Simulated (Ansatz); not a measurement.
**C5H6 (cyclopentadiene): a line through the functionals**

C5H6: 11 atoms, total charge 0, spin state singlet. SMILES: `C1=CCC=C1`. Geometry: relaxed at PBE0-D4/def2-TZVP.

The HOMO–LUMO gap y, in eV, basis 6-31G(d); a is the functional's share of exact exchange. Programs: Ansatz 0.2.0.

| functional | program | a | y (eV) |
| --- | --- | --- | --- |
| PBE | Ansatz | 0 | 3.95 |
| BLYP | Ansatz | 0 | 3.91 |
| B3LYP | Ansatz | 0.2 | ? |
| PBE0 | Ansatz | 0.25 | 5.97 |
| r2SCAN0 | Ansatz | 0.25 | 6.15 |
| BHLYP | Ansatz | 0.5 | 7.96 |

Task: Fit y = c + s·a to the known rows and predict B3LYP.

Result: 
1. Means of the 5 rows: a = 0.2000, y = 5.588.
2. Σ(Δa)² = 0.175, Σ(Δa·Δy) = 1.422, so the slope is 1.422/0.175 = 8.1257.
3. Intercept: 5.588 − (8.1257) × 0.2000 = 3.963. The largest residual of the fit is 0.16.
4. B3LYP: 3.963 + (8.1257) × 0.2 = 5.59 eV.

The run gave 5.53 eV, so the prediction is off by +0.06 eV, within the scatter of the fit. Exact exchange lowers occupied levels and raises empty ones. The rows mix families of semi-local functionals, which the line can't see.
